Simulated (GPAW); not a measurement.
MgSi:

```xyz
2
Lattice="2.9084 0.0000 0.0000 0.0000 2.9084 0.0000 0.0000 0.0000 4.1034" Properties=species:S:1:pos:R:3 pbc="T T T"
Si    1.4542    1.4542    2.0517
Mg    0.0000    0.0000    0.0000
```

The cell comes from a database or a generator and needn't be the stable form of this composition.

- Program: GPAW 26.7.0
- Task: single point
- Functional: PBEsol
- Potentials or basis: PAW data sets generated in the run's folder for this functional
- Cutoff: 800 eV
- Basis: pw
- k mesh: 9 × 9 × 7
- Occupations: fermi-dirac, width 0.05 eV
- Spin: no spin polarisation

On this cell: pressure -1.4 GPa; largest force under 0.003 eV/Å; band gap on the k mesh none (metal or under the smearing width).

The same run follows on a disturbed copy (atoms moved at random, drawn with an rms of 0.05 Å):

```
CELL_PARAMETERS angstrom
2.90839 0.00000 0.00000
0.00000 2.90839 0.00000
0.00000 0.00000 4.10343
ATOMIC_POSITIONS crystal
Si 0.50647 0.48044 0.48810
Mg 0.99561 0.00805 0.00308
```

Question: What changes?

Answer: The energy (extrapolated to zero smearing) moves by +6.7 meV/atom; pressure -1.2 GPa; largest force 0.274 eV/Å; band gap on the k mesh none (metal or under the smearing width).

Forces on the atoms (eV/Å):
```
Si  -0.055  0.139  0.229
Mg   0.055 -0.139 -0.229
```

Stress tensor (GPa, compression positive):
```
 0.84 -0.07 -0.11
-0.07  0.81  0.27
-0.11  0.27 -5.26
```
